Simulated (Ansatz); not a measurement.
**NaF, response to strain**

Start from NaF in the rock salt structure (space group Fm-3m, No. 225; a = 4.6291 Å). Axes: x, y, z lie along the cube axes.

Strains are applied to the cell and any free atomic positions relax; under biaxial strain the out-of-plane vector relaxes too.

Method: PBEsol in Ansatz (plane waves to 420 eV, PAW, no spin-orbit coupling).

Notes on the quantities. energy relative to the base: free energy F.

```tsv
case	band gap	energy relative to the base	ratio −ε⊥/ε∥
base	6.20 eV	0 meV/atom	–
biaxial strain −3.00 %, plane normal [001], relaxed out of plane	6.44 eV	+9.1 meV/atom	0.47
biaxial strain −1.50 %, plane normal [001], relaxed out of plane	6.32 eV	+2.1 meV/atom	0.46
biaxial strain −1.00 %, plane normal [001], relaxed out of plane	6.28 eV	+0.9 meV/atom	0.45
biaxial strain −0.50 %, plane normal [001], relaxed out of plane	6.24 eV	+0.2 meV/atom	–
biaxial strain +0.50 %, plane normal [001], relaxed out of plane	6.16 eV	+0.2 meV/atom	–
biaxial strain +1.50 %, plane normal [001], relaxed out of plane	6.08 eV	+1.9 meV/atom	0.43
biaxial strain +2.00 %, plane normal [001], relaxed out of plane	?	?	0.42
biaxial strain +2.50 %, plane normal [001], relaxed out of plane	6.00 eV	+5.0 meV/atom	0.42
biaxial strain +3.00 %, plane normal [001], relaxed out of plane	5.96 eV	+7.0 meV/atom	0.41
```

### Question
Some entries are withheld; estimate them.

### Answer

- biaxial strain +2.00 %, plane normal [001], relaxed out of plane, band gap: 6.04 eV
- biaxial strain +2.00 %, plane normal [001], relaxed out of plane, energy relative to the base: +3.3 meV/atom

Stability against distortions was not tested.

Ansatz is an electronic-structure program.
